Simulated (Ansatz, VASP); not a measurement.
# AlN in VASP and in Ansatz

```xyz
2
Lattice="0.0000 1.9780 1.9780 1.9780 0.0000 1.9780 1.9780 1.9780 0.0000" Properties=species:S:1:pos:R:3 pbc="T T T"
Al    0.0000    0.0000    0.0000
N     1.9780    1.9780    1.9780
```

Alike in both runs: task electric field gradients; functional LDA; k mesh 10 × 10 × 10; occupations fermi-dirac, width 0.02 eV; no spin polarisation.

|  | VASP | Ansatz |
| --- | --- | --- |
| version | VASP 6.6.1 | Ansatz 0.2.0 |
| potentials or method | VASP PAW LDA potentials, release 64 (Al, N) | PAW with Ansatz's default frozen-core files, scalar-relativistic |
| plane-wave cutoff (eV) | 520 | 420 |
| valence electrons in the cell | 8 | 8 |

VASP gave:

- gap on the k mesh at the Fermi level (eV): 5.07
- pressure (GPa): 13.2
- Vzz of the field gradient on the site that differs most (V/Å²): 0.0

**Question.** Which values does Ansatz return?

**Answer.** gap on the k mesh at the Fermi level (eV): 5.07; pressure (GPa): 12.4; Vzz of the field gradient on the site that differs most (V/Å²): 0.0.

A k mesh can miss the band edges.
